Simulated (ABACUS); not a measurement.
Runs of ABACUS 3.10.1 on Na. It takes space group Im-3m (No. 229, cubic). Conventional cell: a = 4.282 Å, b = 4.282 Å, c = 4.282 Å, α = 90.00°, β = 90.00°, γ = 90.00°. Around Na (site symmetry m-3m) lie 8 Na at 3.71 Å. 

```tsv
task	level	potentials or basis	cell	k mesh	cutoff (eV)	orbital files	SCF threshold on the density	eigensolver	symmetry key	threshold of the eigensolver	gap on the mesh (eV)	pressure (GPa)	relaxed volume (Å³/atom)
single point	PBEsol	PseudoDojo NC SR 0.4.1 PBEsol standard, DZP LCAO (the cutoffs set its grid)	as given	8 × 8 × 8	1361	Na Na_confined-atom_9au_3s2p1d.orb	1e-07	genelpa	1	-	none	-0.5	-
relaxation of cell and atoms	HCTH407	Ansatz NC PBE, plane waves	relaxed	7 × 7 × 7	1211	-	1e-08	dav	1	-	none	0.1	39.45
single point	BLYP	SSSP 1.3 efficiency PBE, plane waves	as given	7 × 7 × 7	748	-	1e-08	dav	1	-	none	(a)	-
relaxation of cell and atoms	BLYP	SSSP 1.3 efficiency PBE, plane waves	relaxed	7 × 7 × 7	748	-	1e-08	dav	1	-	none	0.0	37.24
single point	HCTH407	Ansatz NC PBE, plane waves	as given	7 × 7 × 7	1211	-	1e-08	dav	1	-	none	0.1	-
```

Alike in all rows: no spin polarisation; smearing fermi-dirac 0.05 eV.

Q: Fill in the values left out.

A: (a) -0.3.

Caveats: the potentials were made for another functional, which shifts forces and pressure (some runs); the atomic orbitals were generated for these runs and aren't a published set (some runs); the basis of atomic orbitals isn't converged, which shifts pressures, moduli and gaps (some runs).

A gap of «none» marks a metal or a gap under the smearing width.
